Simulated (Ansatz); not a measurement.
## Clamped-ion strain scan in LiCl

Theory: DFT LDA, scalar-relativistic, plane waves, PAW in Ansatz. Cutoff 420 eV, Γ-centred 8×8×8 k-points, Gaussian smearing of 0.05 eV. No spin polarisation. Energies are free energies at this smearing, counted from the undisturbed cell; pressure is positive in compression.

The starting cell (as given, not relaxed at this level; it stands at -3.2 GPa):

```
Li Cl
1.0
     0.00000    2.56476    2.56476
     2.56476    0.00000    2.56476
     2.56476    2.56476    0.00000
Li Cl
1 1
Direct
  0.00000 0.00000 0.00000
  0.50000 0.50000 0.50000
```

The cell is strained by ε times the Voigt pattern (0, 0, 0, 0, 1, 0) (xx, yy, zz, yz, xz, xy; engineering shear) with fractional coordinates fixed.

| ε | ΔE (meV/atom) |
| --- | --- |
| -0.0400 | 1.9 |
| -0.0200 | 0.5 |
| 0.0000 | 0.0 |
| 0.0050 | 0.0 |
| 0.0100 | 0.1 |
| 0.0150 | 0.3 |
| 0.0250 | 0.7 |
| 0.0300 | 1.1 |
| 0.0350 | 1.4 |

**Question.** Predict the gap on the mesh (eV) at each point.

**Answer.**
```
      ε  gap on the mesh (eV)
-0.0400                  5.85
-0.0200                  5.92
 0.0000                  5.99
 0.0050                  5.97
 0.0100                  5.95
 0.0150                  5.94
 0.0250                  5.91
 0.0300                  5.89
 0.0350                  5.87
```